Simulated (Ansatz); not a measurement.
# A series in temperature on Sc

Results calculated with Ansatz 0.2.0, not measured. Harmonic vibrational free energy, entropy and heat capacity at constant volume, per atom, from the force constants of a q mesh, imaginary modes left out; plane waves with PAW datasets, Gamma-centred k mesh.

Structure of every row:
```
cell vectors (Å)
   6.5567     0.0000     0.0000
   0.0000     6.5567     0.0000
   0.0000     0.0000     4.6338
atoms (fractions of the cell vectors)
Sc  0.50000  0.75000  0.00000
Sc  0.50000  0.25000  0.00000
Sc  0.75000  0.50000  0.50000
Sc  0.25000  0.50000  0.50000
Sc  1.00000  0.75000  0.00000
Sc  0.00000  0.25000  0.00000
Sc  0.75000  0.00000  0.50000
Sc  0.25000  1.00000  0.50000
```

Settings of every row: functional PBE; dispersion none; spin none; wave cutoff 420 eV; k mesh 6x6x8; occupations fermi dirac; smearing width 0.15 eV; pressure 0 GPa; phonon method linear response; q mesh 1x1x2.

Limits: coarse q mesh; levels loosely converged; metal sensitive to the k mesh; the cell comes from a prototype or a list of computed structures and needn't be the stable phase.

```
row  temperature (K)  phonon entropy (kB/atom)  phonon heat capacity (kB/atom)  phonon free energy (meV/atom)
  1              200                     3.092                           2.725                            3.4
  2              300                     4.231                           2.873                          -28.5
  3              400                     5.066                           2.927                          -68.7
  4              500                     5.722                           2.953                         -115.3
  5              600                     6.262                           2.967                           -167
  6              700                         ?                               ?                              ?
  7              800                     7.118                           2.981                         -282.6
  8              900                     7.469                           2.985                         -345.5
  9             1000                     7.784                           2.988                         -411.3
```

Question: what phonon entropy and phonon heat capacity should row 6 give?

Worked fit of phonon entropy. Entropy rises as the heat capacity times the change of ln T, so take t = ln(T / 300 K). The shown rows have t = -0.4055, 0, 0.2877, 0.5108, 0.6931, 0.9808, 1.0986, 1.204. Least squares give phonon entropy = 4.2383 + 2.86472 × t + 0.06943 × t² kB/atom; a straight line predicts inner rows, each left out in turn, worse (root mean square 0.017 against 0.0055 kB/atom). The rows lie off it by 0.004, -0.007, -0.002, 0.002, 0.005, 0.003, 0.000, -0.004 (root mean square 0.0039 kB/atom), a smooth pattern that one more power would take up: the form is only approximate. The slope at t = 0, 2.86 kB/atom, estimates the heat capacity at 300 K. The withheld row has t = 0.8473, so the fit gives 4.2383 + 2.86472 × (0.8473) + 0.06943 × (0.8473)² = 6.715 kB/atom.

The calculation gave 6.72 kB/atom. The fit lies 0.005 kB/atom (0.11 % of the column's range) below it; its largest miss of a shown row is 0.007 kB/atom.

Worked fit of phonon heat capacity. At high temperature a harmonic heat capacity falls short of its limit by a term in 1/T², so take t = (100 K / T)². The shown rows have t = 0.25, 0.11111, 0.0625, 0.04, 0.02778, 0.01562, 0.01235, 0.01. Least squares give phonon heat capacity = 2.9994 − 1.1735 × t + 0.304 × t² kB/atom; a straight line predicts inner rows, each left out in turn, worse (root mean square 0.0017 against 0.0003 kB/atom). All shown rows lie on it to the printed digit. The constant, 2.9994 kB/atom, is to be held against the harmonic limit of 3 k_B an atom. The withheld row has t = 0.02041, so the fit gives 2.9994 − 1.1735 × (0.02041) + 0.304 × (0.02041)² = 2.976 kB/atom.

The calculation gave 2.976 kB/atom. The fit meets it to the printed digit.

The other values of row 6: phonon free energy -223 meV/atom.
